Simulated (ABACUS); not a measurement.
# W (Im-3m) in ABACUS: settings compared, part 3 of 3

ABACUS 3.10.1. The steps go on from the part before.

### Step 4. Single point, TASK

INPUT

```
INPUT_PARAMETERS
suffix              W
calculation         scf
basis_type          pw
pseudo_dir          ./
symmetry            1
dft_functional      MGGA_X_TASK+LDA_C_PW
ecutwfc             86
pseudo_rcut         10
nspin               1
nbands              24
ks_solver           dav
smearing_method     fd
smearing_sigma      0.00367493
scf_thr             1e-08
scf_nmax            100
mixing_type         broyden
mixing_beta         0.7
cal_force           1
cal_stress          1
mixing_tau          1
out_chg             1
out_pot             2
out_elf             1
```

STRU

```
ATOMIC_SPECIES
W 183.8400 W_ONCV_PBE-1.2.upf

LATTICE_CONSTANT
1.8897261246

LATTICE_VECTORS
-1.5823450000 1.5823450000 1.5823450000
1.5823450000 -1.5823450000 1.5823450000
1.5823450000 1.5823450000 -1.5823450000

ATOMIC_POSITIONS
Direct

W
0.0
1
0.0000000000 0.0000000000 0.0000000000 1 1 1
```

KPT

```
K_POINTS
0
Gamma
8 8 8 0 0 0
```

Potentials or basis: SG15 ONCV 1.2 PBE, plane waves.

Launch:

```sh
> OMP_NUM_THREADS=1 mpirun -np 4 abacus > log
```

It took 14 s on 4 MPI ranks of Intel Xeon Platinum 8375C at 2.90GHz (Ice Lake), shared host; peak memory 0.24 GiB.

The run converged, but a check on its numbers failed (symmetry, net force, bounds or a known fault of this set-up), so they aren't taken as properties of the crystal.

Caveat: a pressure of tens of GPa on the cell as given is suspect, and the run, the potentials or the cell itself is likely at fault; the potentials were made for another functional, which shifts forces and pressure.

### Step 5. Single point, rSCAN

INPUT, as its differences from that of step 4:

```diff
@@ -6,3 +6,3 @@
 symmetry            1
-dft_functional      MGGA_X_TASK+LDA_C_PW
+dft_functional      MGGA_X_RSCAN+MGGA_C_RSCAN
 ecutwfc             86
@@ -22,3 +22,2 @@
 out_chg             1
-out_pot             2
-out_elf             1
+kpar                4
```

STRU is that of step 4.

KPT is that of step 4.

Potentials or basis: SG15 ONCV 1.2 PBE, plane waves.

Launch:

```sh
> OMP_NUM_THREADS=1 mpirun -np 4 abacus > log
```

running log:

```text
ABACUS v3.10.1

               Atomic-orbital Based Ab-initio Computation at UStc

 ------------------------------------------------------------------------------------

 READING GENERAL INFORMATION
                           global_out_dir = OUT.W/
                           global_in_card = INPUT
                               pseudo_dir = ./
                              orbital_dir =
                                    DSIZE = 4
                                    GSIZE = 1

 READING UNITCELL INFORMATION
                                    ntype = 1
                  lattice constant (Bohr) = 1.88973
              lattice constant (Angstrom) = 1

 READING ATOM TYPE 1
                               atom label = W
                      L=0, number of zeta = 1
                      L=1, number of zeta = 1
                      L=2, number of zeta = 1
             number of atom for this type = 1

                        TOTAL ATOM NUMBER = 1
DIRECT COORDINATES
    atom                   x                   y                   z     mag                  vx                  vy                  vz
taud_W1            0.0000000000        0.0000000000        0.0000000000  0.0000        0.0000000000        0.0000000000        0.0000000000

[... 293 lines left out ...]
     Energy           Rydberg                 eV
----------------------------------------------------------
 E_KohnSham     -542.9632588086      -7387.3941244463
 E_KS(sigma->0) -542.9632499800      -7387.3940043259
 E_Harris       -542.9628718240      -7387.3888592497
 E_band         13.2285098836        179.9831104669
 E_one_elec     -119.2658982433      -1622.6957931977
 E_Hartree      95.0864157353        1293.7170563964
 E_xc           -41.6985671005       -567.3381110025
 E_Ewald        -477.0851915427      -6491.0770364017
 E_entropy(-TS) -0.0000176574        -0.0002402408
 E_descf        0.0000000000         0.0000000000
 E_exx          0.0000000000         0.0000000000
 E_Fermi        2.5410549120         34.5728257346
----------------------------------------------------------

 charge density convergence is achieved
 final etot is -7387.3941244 eV
 EFERMI = 34.572825735 eV

 STATE ENERGY(eV) AND OCCUPATIONS    NSPIN == 1
 1/8 kpoint (Cartesian) = 0.0000 0.0000 0.0000 (1433 pws)
       1       -41.2008     0.00390625
       2       -4.44418     0.00390625
       3       -4.44418     0.00390625
       4       -4.44418     0.00390625
       5        7.40049     0.00390625
       6        7.40049     0.00390625
[... 146 lines left out ...]
      23        61.8788        0.00000
      24        67.1846        0.00000

[... levels at 2 further k points ...]

------------------------------------------------------------------------------------------
 TOTAL-FORCE (eV/Angstrom)
------------------------------------------------------------------------------------------
                        W1         0.0000000000         0.0000000000         0.0000000000
------------------------------------------------------------------------------------------

----------------------------------------------------------------
 TOTAL-STRESS (KBAR)
----------------------------------------------------------------
      -118.4308681547        -0.0000000000        -0.0000000000
        -0.0000000000      -118.4308681547         0.0000000000
        -0.0000000000         0.0000000000      -118.4308681547
----------------------------------------------------------------
 TOTAL-PRESSURE: -118.430868 KBAR

 --------------------------------------------
 !FINAL_ETOT_IS -7387.3941244463294424 eV
 --------------------------------------------
```

stdout:

```text
ABACUS v3.10.1

               Atomic-orbital Based Ab-initio Computation at UStc

 dft_functional readin is: MGGA_X_RSCAN+MGGA_C_RSCAN
[... 38 lines left out ...]
 DA8     -7.38739412e+03  -1.62739194e-07   3.7808e-10   2.5620e-04   0.85
----------------------------------------------------------------
 TOTAL-STRESS (KBAR)
----------------------------------------------------------------
      -118.4308681547        -0.0000000000        -0.0000000000
        -0.0000000000      -118.4308681547         0.0000000000
        -0.0000000000         0.0000000000      -118.4308681547
----------------------------------------------------------------
 TOTAL-PRESSURE: -118.430868 KBAR
```

It took 9.2 s on 4 MPI ranks of AMD EPYC 9R45 (Zen 5), shared host; peak memory 0.28 GiB.

What came out:

```
Free energy            : -7387.3941 eV
Pressure               : -11.8 GPa
Band gap on the k mesh : none (metal or under the smearing width)
```

Caveat: the potentials were made for another functional, which shifts forces and pressure. Spin-orbit coupling is left out, which matters for the levels of W.

### Step 6. Relaxation of cell and atoms, rSCAN

INPUT, as its differences from that of step 5:

```diff
@@ -2,3 +2,3 @@
 suffix              W
-calculation         scf
+calculation         cell-relax
 basis_type          pw
@@ -10,3 +10,3 @@
 nspin               1
-nbands              24
+nbands              18
 ks_solver           dav
@@ -21,3 +21,7 @@
 mixing_tau          1
-out_chg             1
+relax_nmax          60
+force_thr_ev        0.005
+relax_method        cg
+out_stru            1
+stress_thr          0.5
 kpar                4
```

STRU is that of step 5.

KPT is that of step 5.

Potentials or basis: SG15 ONCV 1.2 PBE, plane waves.

Launch:

```sh
> OMP_NUM_THREADS=1 mpirun -np 4 abacus > log
```

running log:

```text
ABACUS v3.10.1

               Atomic-orbital Based Ab-initio Computation at UStc

 ------------------------------------------------------------------------------------

 READING GENERAL INFORMATION
                           global_out_dir = OUT.W/
                           global_in_card = INPUT
                               pseudo_dir = ./
                              orbital_dir =
                                    DSIZE = 4
                                    GSIZE = 1

 READING UNITCELL INFORMATION
                                    ntype = 1
                  lattice constant (Bohr) = 1.88973
              lattice constant (Angstrom) = 1

 READING ATOM TYPE 1
                               atom label = W
                      L=0, number of zeta = 1
                      L=1, number of zeta = 1
                      L=2, number of zeta = 1
             number of atom for this type = 1

                        TOTAL ATOM NUMBER = 1
DIRECT COORDINATES
    atom                   x                   y                   z     mag                  vx                  vy                  vz
taud_W1            0.0000000000        0.0000000000        0.0000000000  0.0000        0.0000000000        0.0000000000        0.0000000000
[... 168 lines left out ...]
     energy cutoff for wavefunc (unit:Ry) = 86
              fft grid for wave functions = [ 32, 32, 32 ]
                    number of plane waves = 2123
                         number of sticks = 221

 PARALLEL PW FOR WAVE FUNCTIONS
     PROC   COLUMNS(POT)             PW
        1            221           2123
 --------------- sum -------------------
        1            221           2123

 SETUP NONLOCAL PSEUDOPOTENTIALS IN PLANE WAVE BASIS
 W non-local projectors:
 projector 1 L=0
 projector 2 L=0
 projector 3 L=1
 projector 4 L=1
 projector 5 L=2
 projector 6 L=2
 projector 7 L=3
 projector 8 L=3
      TOTAL NUMBER OF NONLOCAL PROJECTORS = 32

 Init Non-Local PseudoPotential table :
 Init Non-Local-Pseudopotential done.

                                     npwx = 1453

 -------------------------------------------
 STEP OF RELAXATION : 1
 -------------------------------------------
                                 init_chg = atomic

 PW ALGORITHM --------------- ION=   1  ELEC=   1--------------------------------
 Notice: Threshold on eigenvalues was too large.
 hsover_error=0.28 > DRHO=0.06633
 Origin diag ethr = 0.01
 New diag ethr = 0.000236893
[... 516 lines left out ...]
 Largest gradient in stress is 0.154006 kbar.
 Threshold is 0.500000 kbar.

 Relaxation is converged!

 --------------------------------------------
 !FINAL_ETOT_IS -7387.4167360255678432 eV
 --------------------------------------------
```

Wall time 21 s (4 MPI ranks of AMD EPYC 9R45 (Zen 5), shared host); peak memory 0.36 GiB.

What came out:

* Free energy: -7387.4167 eV
* Relaxed volume: 15.26 Å³/atom
* Relaxed cell: a = 2.707 Å, b = 2.707 Å, c = 2.707 Å, α = 109.47°, β = 109.47°, γ = 109.47°
* Space group after relaxing (to 0.05 Å): Im-3m (No. 229)
* Energy gained by relaxing: 22.6 meV/atom
* Ionic steps: 4
* Pressure after relaxing: 0.0 GPa
* Band gap on the k mesh: none (metal or under the smearing width)

Step by step:
| step | energy change (eV) | largest force (eV/Å) | pressure (GPa) | volume (Å³) |
| --- | --- | --- | --- | --- |
| 1 | 0.0000 | 0.0000 | -11.93 | 15.85 |
| 2 | 0.3489 | 0.0000 | 65.66 | 13.21 |
| 3 | -0.0225 | 0.0000 | -0.76 | 15.29 |
| 4 | -0.0226 | 0.0000 | -0.02 | 15.26 |

Final structure:
```cif
data_structure
_symmetry_space_group_name_H-M 'P 1'
_symmetry_Int_Tables_number 1
_cell_length_a 2.7067
_cell_length_b 2.7067
_cell_length_c 2.7067
_cell_angle_alpha 109.471
_cell_angle_beta 109.471
_cell_angle_gamma 109.471
_cell_volume 15.26
loop_
_atom_site_label
_atom_site_type_symbol
_atom_site_fract_x
_atom_site_fract_y
_atom_site_fract_z
_atom_site_occupancy
W1 W 0.00000 0.00000 0.00000 1
```

Caveat: the potentials were made for another functional, which shifts forces and pressure.

### Step 7. The runs side by side

| task | level | potentials or basis | cell | k mesh | cutoff (eV) | max steps of the relaxation | force threshold | optimiser | stress threshold | gap on the mesh (eV) | pressure (GPa) | relaxed volume (Å³/atom) |
| --- | --- | --- | --- | --- | --- | --- | --- | --- | --- | --- | --- | --- |
| single point | HCTH407 | PseudoDojo NC SR 0.5 PBE standard, plane waves | as given | 10 × 10 × 10 | 1007 | - | - | - | - | none | -6.5 | - |
| relaxation of cell and atoms | HCTH407 | PseudoDojo NC SR 0.5 PBE standard, plane waves | relaxed | 10 × 10 × 10 | 1007 | 60 | 0.02 eV/Å | cg | 1 kbar | none | 0.0 | 15.52 |
| single point | rSCAN | SG15 ONCV 1.2 PBE, plane waves | as given | 8 × 8 × 8 | 1170 | - | - | - | - | none | -11.8 | - |
| relaxation of cell and atoms | rSCAN | SG15 ONCV 1.2 PBE, plane waves | relaxed | 8 × 8 × 8 | 1170 | 60 | 0.005 eV/Å | cg | 0.5 kbar | none | 0.0 | 15.26 |

Alike in all rows: no spin polarisation; smearing fermi-dirac 0.05 eV.

Caveats: the potentials were made for another functional, which shifts forces and pressure.

Total energies depend on the potentials used, so only differences within one code and one set of settings carry meaning.
